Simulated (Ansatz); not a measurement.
CaO (rocksalt), relaxed with r2SCAN in Ansatz 0.2.0: the symmetry is Fm-3m (No. 225, cubic); a = 4.795 Å in the conventional setting, 13.78 Å³ an atom. Ca is surrounded by 6 O at 2.40 Å; O is surrounded by 6 Ca at 2.40 Å. It was then strained (uniaxial along [111], other directions held), atoms relaxed again within the symmetry left. Unstrained, HSE06 gives 5.312 eV (Γ → X, 6×6×6 mesh), and the band edges keep their places in every row. Only one sign of strain is shown, since it lowers the symmetry, and equivalent edge states can then move with another slope on the other side. Stress is positive in compression. Spin-unpolarised throughout; all numbers are computed.

Axes as in this cell:
```
CELL_PARAMETERS angstrom
0.00000 2.39755 2.39755
2.39755 0.00000 2.39755
2.39755 2.39755 0.00000
ATOMIC_POSITIONS crystal
Ca 0.00000 0.00000 0.00000
O 0.50000 0.50000 0.50000
```

```csv
strain (%),ε,"ΔE_g, HSE06 (eV)","Δmean stress, r2SCAN (GPa)"
+0.37,+0.0037,-0.004,-0.43
+1.22,+0.0122,-0.015,-1.39
+4.16,+0.0416,-0.066,-4.41
```

Q: Fit ΔE_g = a x + b x² to these rows by least squares, with x = ε.

A: The normal equations take Σx² = 1.893e-03, Σx³ = 7.386e-05, Σx⁴ = 3.017e-06, ΣxΔE = -2.943e-03 and Σx²ΔE = -1.165e-04, and give a = -1.07 eV, b = -12.3 eV; the largest residual is 0.000 eV.

Q: Fit the change of mean stress in the same way.

A: Δmean stress = -117.2 x + (270) x² GPa. The volume strain equals ε here, so in a cubic crystal the slope, 117 GPa, is the bulk modulus.

Q: Predict the withheld row at +1.0 % (x = +0.0100).

A: ΔE_g ≈ -1.07 × (+0.0100) + (-12.3) × (+0.0100)² = -0.012 eV, and Δmean stress ≈ -1.15 GPa. The runs give -0.012 eV and -1.14 GPa, off by 0.000 eV and +0.01 GPa.
